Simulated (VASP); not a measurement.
# Cr (I4/mmm) in VASP: single point with PBE

Aim: the single point of Cr with PBE.

Everything below comes from runs of VASP 6.6.1. Logs are shortened: lines on timing, memory, paths and dates and some standing lists are left out, and cuts for length are marked.

## Step 1: The cell of the first run

Symmetry: I4/mmm, No. 139, tetragonal system. Conventional cell: a = 2.943 Å, b = 2.943 Å, c = 2.769 Å, α = 90.00°, β = 90.00°, γ = 90.00°. Cr (site symmetry 4/mmm) has 10 Cr at 2.50 to 2.77 Å as nearest neighbours.

## Step 2: Single point, PBE, collinear spin, typed start

INCAR

```
SYSTEM = Cr
ALGO = Fast ; EDIFF = 1E-7
ENCUT = 520 ; GGA = PE
ISIF = 2 ; ISMEAR = -1
ISPIN = 2 ; LASPH = .True.
LCHARG = .False. ; LMAXMIX = 4
LORBIT = 11 ; LREAL = .False.
LWAVE = .False. ; MAGMOM = 3
NBANDS = 16 ; NELM = 150
PREC = Accurate ; SIGMA = 0.025
```

KPOINTS

```
k-points
0
Gamma
  12 12 12
  0 0 0
```

POSCAR

```
Cr
1.0
   -1.4716840561      1.4716840561      1.3842720000
    1.4716840561     -1.4716840561      1.3842720000
    1.4716840561      1.4716840561     -1.3842720000
Cr
1
Direct
    0.0000000000      0.0000000000      0.0000000000
```

Potentials or basis: VASP PAW PBE potentials, release 64 (Cr_pv).

Launch:

```console
> cat potpaw_PBE.64/Cr_pv/POTCAR > POTCAR
> mpirun -np 1 vasp_std > vasp.out
```

OUTCAR:

```text
SYSTEM = Cr
   EDIFF = 1E-7
   ENCUT = 520
   GGA = PE
   ISIF = 2
   ISMEAR = -1
   ISPIN = 2
   LASPH = .True.
   LORBIT = 11
   LREAL = .False.
   NELM = 150
   PREC = Accurate

 ion  position               nearest neighbor table
   1  0.000  0.000  0.000-

  LATTYP: Found a body centered tetragonal cell.
 ALAT       =     2.9433681122
 C/A-ratio  =     0.9406040612

  Lattice vectors:

 A1 = (  -1.4716840561,   1.4716840561,   1.3842720000)
 A2 = (   1.4716840561,  -1.4716840561,   1.3842720000)
 A3 = (   1.4716840561,   1.4716840561,  -1.3842720000)

Analysis of symmetry for initial positions (statically):
=====================================================================
 Subroutine PRICEL returns:
 Original cell was already a primitive cell.

 Routine SETGRP: Setting up the symmetry group for a
 body centered tetragonal supercell.

 Subroutine GETGRP returns: Found 16 space group operations
 (whereof 16 operations were pure point group operations)
 out of a pool of 16 trial point group operations.

The static configuration has the point symmetry D_4h.

Analysis of symmetry for dynamics (positions and initial velocities):
=====================================================================
 Subroutine PRICEL returns:
 Original cell was already a primitive cell.

 Routine SETGRP: Setting up the symmetry group for a
 body centered tetragonal supercell.

 Subroutine GETGRP returns: Found 16 space group operations
 (whereof 16 operations were pure point group operations)
 out of a pool of 16 trial point group operations.

The dynamic configuration has the point symmetry D_4h.

Analysis of structural, dynamic, and magnetic symmetry:
=====================================================================
 Subroutine PRICEL returns:
 Original cell was already a primitive cell.

 Routine SETGRP: Setting up the symmetry group for a
 body centered tetragonal supercell.

 Subroutine GETGRP returns: Found 16 space group operations
 (whereof 16 operations were pure point group operations)
 out of a pool of 16 trial point group operations.

The overall configuration has the point symmetry D_4h.

 Subroutine INISYM returns: Found 16 space group operations
 (whereof 16 operations are pure point group operations),
 and found     1 'primitive' translations

[... 103 lines left out ...]
   NELECT =      12.0000    total number of electrons
   NUPDOWN=      -1.0000    fix difference up-down
   EMIN   =  10.00;   EMAX   =-10.00  energy-range for DOS
   EFERMI =   0.00;   METHOD = LEGACY
   ISMEAR =    -1;   SIGMA  =   0.03  broadening in eV -4-tet -1-fermi 0-gaus
   EFERMI_NEDOS =   21; number of points for ismear=-14 and -15
   IALGO  =     68    algorithm
   IMIX   =      4    mixing-type and parameters
     AMIX     =   0.40;   BMIX     =  1.00
     AMIX_MAG =   1.60;   BMIX_MAG =  1.00
  volume/ion in A,a.u.               =      11.99        80.93
  Fermi-wavevector in a.u.,A,eV,Ry     =   1.637439  3.094310 36.480015  2.681205
  Thomas-Fermi vector in A             =   2.728578
   LORBIT       =     11    0 simple, 1 ext, 2 COOP (PROOUT), +10 PAW based schemes
   GGA     = PE    functional components
   LHFCALC =     F    Hartree Fock is set to
   AEXX    =    0.0000 exact exchange contribution
   IVDW    =     0    specifies the selected vdW correction
   LEPSILON=     F    determine dielectric tensor
   LRPA    =     F    only Hartree local field effects (RPA)
 spin polarized calculation
 RMM-DIIS sequential band-by-band and
  energy-cutoff  :      520.00
  volume of cell :       11.99
 maximum number of plane-waves:       338
   NGX =  9   NGY =  9   NGZ =  9

 number of electron      11.9999999 magnetization       0.0005053

 number of electron      11.9999999 magnetization      -0.0000303

 Free energy of the ion-electron system (eV)
  ---------------------------------------------------
  ext. energy  EPLUGINS =         0.00000000
  ---------------------------------------------------
  free energy    TOTEN  =        -9.47375333 eV

  energy without entropy =       -9.47205489  energy(sigma->0) =       -9.47290411

 E-fermi :  10.4194     XC(G=0): -13.4555

 val. band max:       10.4142095099   @ k =  -0.3333   0.3333   0.2500
 cond. band min:      10.4299847334   @ k =  -0.3333   0.3333   0.1667
 fundamental gap:      0.0157752235
 Fermi energy:        10.4194010877

 spin component 1

 k-point     1 :       0.0000    0.0000    0.0000
  band No.  band energies     occupation
      1     -32.3285      1.00000
      2     -32.3285      1.00000
      3     -32.2954      1.00000
      4       2.7281      1.00000
      5       9.2742      1.00000
      6       9.7794      1.00000
[... 435 lines left out ...]
      5       8.3304      1.00000
      6       8.9767      1.00000
[... 8 lines left out ...]
     15      40.0913      0.00000
     16      42.3343      0.00000

 [... further k-points ...]

 spin component 2

 k-point     1 :       0.0000    0.0000    0.0000
  band No.  band energies     occupation
      1     -32.3285      1.00000
      2     -32.3285      1.00000
      3     -32.2955      1.00000
      4       2.7281      1.00000
      5       9.2742      1.00000
      6       9.7794      1.00000
[... 435 lines left out ...]
      5       8.3304      1.00000
      6       8.9767      1.00000
[... 8 lines left out ...]
     15      40.0913      0.00000
     16      42.3347      0.00000

 [... further k-points ...]

------------------------ aborting loop because EDIFF is reached ----------------------------------------

  FORCE on cell =-STRESS in cart. coord.  units (eV):
  Direction    XX          YY          ZZ          XY          YZ          ZX
  --------------------------------------------------------------------------------------
  -------------------------------------------------------------------------------------
  Total       -1.1661354     -1.1661354      0.3366918      0.0000000      0.0000000     -0.0000000
  in kB     -155.7933616   -155.7933616     44.9813511      0.0000000      0.0000000     -0.0000000
  external PRESSURE =     -88.8684574 kB  Pullay stress =       0.0000000 kB

 VOLUME and BASIS-vectors are now :
 -----------------------------------------------------------------------------
  energy-cutoff  :      520.00
  volume of cell :       11.99
      direct lattice vectors                 reciprocal lattice vectors
    -1.471684056  1.471684056  1.384272000     0.000000000  0.339746835  0.361200689
     1.471684056 -1.471684056  1.384272000     0.339746835  0.000000000  0.361200689
     1.471684056  1.471684056 -1.384272000     0.339746835  0.339746835  0.000000000

 POSITION                                       TOTAL-FORCE (eV/Angst)
 -----------------------------------------------------------------------------------
      0.00000      0.00000      0.00000        -0.000000      0.000000     -0.000000
 -----------------------------------------------------------------------------------
    total drift:                                0.000000      0.000000      0.000000

  FREE ENERGIE OF THE ION-ELECTRON SYSTEM (eV)
  ---------------------------------------------------
  free  energy   TOTEN  =        -9.4737533287 eV

  energy  without entropy=       -9.4720548945  energy(sigma->0) =       -9.47290411

 total charge

# of ion       s       p       d       tot
------------------------------------------
    1        0.428   6.381   4.172  10.980

 magnetization (x)

# of ion       s       p       d       tot
------------------------------------------
    1        0.000  -0.000  -0.000  -0.000
```

OSZICAR:

```text
N       E                     dE             d eps       ncg     rms          rms(c)
DAV:   1     0.807764839716E+02    0.80776E+02   -0.61729E+03 10656   0.854E+02
DAV:   2    -0.825047225197E+01   -0.89027E+02   -0.84884E+02 11424   0.246E+02
DAV:   3    -0.971946874312E+01   -0.14690E+01   -0.14658E+01 11848   0.348E+01
DAV:   4    -0.972474385736E+01   -0.52751E-02   -0.52750E-02 12040   0.207E+00
DAV:   5    -0.972478430193E+01   -0.40445E-04   -0.40442E-04 11928   0.163E-01    0.179E+01
RMM:   6    -0.942527560114E+01    0.29951E+00   -0.17987E+00 12270   0.126E+01    0.387E+00
RMM:   7    -0.947452396697E+01   -0.49248E-01   -0.81506E-02 11578   0.264E+00    0.226E+00
RMM:   8    -0.947752929457E+01   -0.30053E-02   -0.62674E-03 12802   0.849E-01    0.957E-01
RMM:   9    -0.947340308610E+01    0.41262E-02   -0.15069E-03 12249   0.423E-01    0.334E-01
RMM:  10    -0.947374659874E+01   -0.34351E-03   -0.46017E-04 12329   0.219E-01    0.665E-02
RMM:  11    -0.947375933984E+01   -0.12741E-04   -0.51011E-05 12755   0.750E-02    0.216E-02
RMM:  12    -0.947375682360E+01    0.25162E-05   -0.50307E-06 12550   0.249E-02    0.865E-03
RMM:  13    -0.947375365349E+01    0.31701E-05   -0.91506E-07 12764   0.108E-02    0.371E-03
RMM:  14    -0.947375326479E+01    0.38871E-06   -0.22372E-07 10684   0.507E-03    0.750E-04
RMM:  15    -0.947375332866E+01   -0.63871E-07   -0.38507E-08  8178   0.198E-03
   1 F= -.94737533E+01 E0= -.94729041E+01  d E =-.169843E-02  mag=    -0.0000
```

stdout:

```text
POSCAR found type information on POSCAR Cr
 POSCAR found :  1 types and       1 ions
 scaLAPACK will be used
 LDA part: xc-table for (Slater+PW92), standard interpolation
 POSCAR, INCAR and KPOINTS ok, starting setup
 FFT: planning ... GRIDC
 FFT: planning ... GRID_SOFT
 FFT: planning ... GRID
 WAVECAR not read
 entering main loop
WARNING in EDDRMM: call to ZHEGV failed, returncode =   6  3     16
WARNING in EDDRMM: call to ZHEGV failed, returncode =   6  3     15
```

Run time: 31 s. Hardware: 1 thread of Intel Xeon 6975P-C (Granite Rapids), shared host; peak memory 0.17 GiB.

Results:

* Free energy: -9.4738 eV
* Pressure: -8.9 GPa
* Band gap on the k mesh: none (metal or under the smearing width)
* Net moment: 0.00 μB per cell
* Valence electrons inside the program's atomic spheres: Cr 10.98

Stress tensor (GPa, compression positive):
```
-15.58   0.00   0.00
  0.00 -15.58   0.00
  0.00   0.00   4.50
```

Levels at points of the mesh, in eV from the Fermi level:
Spin up:
```tsv
k point	band 2	band 3	band 4	band 5	band 6	band 7	band 8	band 9	band 10	band 11
(0.00, 0.00, 0.00)	-42.75	-42.71	-7.69	-1.15	-0.64	-0.64	0.83	1.36	7.13	21.58
(0.50, 0.00, 0.00)	-43.01	-42.76	-4.23	-2.48	1.12	1.26	1.69	2.72	7.12	9.73
(0.50, 0.50, 0.00)	-42.95	-42.73	-4.19	-1.89	0.70	0.75	1.28	2.67	7.12	9.13
(0.50, 0.50, 0.50)	-43.34	-43.21	-4.14	-3.96	2.32	2.32	2.42	7.12	9.57	9.57
```
Spin down:
| k point | band 3 | band 4 | band 5 | band 6 | band 7 | band 8 | band 9 | band 10 |
| --- | --- | --- | --- | --- | --- | --- | --- | --- |
| (0.00, 0.00, 0.00) | -42.71 | -7.69 | -1.15 | -0.64 | -0.64 | 0.83 | 1.36 | 7.13 |
| (0.50, 0.00, 0.00) | -42.76 | -4.23 | -2.48 | 1.12 | 1.26 | 1.69 | 2.72 | 7.12 |
| (0.50, 0.50, 0.00) | -42.73 | -4.19 | -1.89 | 0.70 | 0.75 | 1.28 | 2.67 | 7.12 |
| (0.50, 0.50, 0.50) | -43.21 | -4.14 | -3.96 | 2.32 | 2.32 | 2.42 | 7.12 | 9.57 |

Caveat: the starting moments collapsed, and a magnetic state may lie lower.
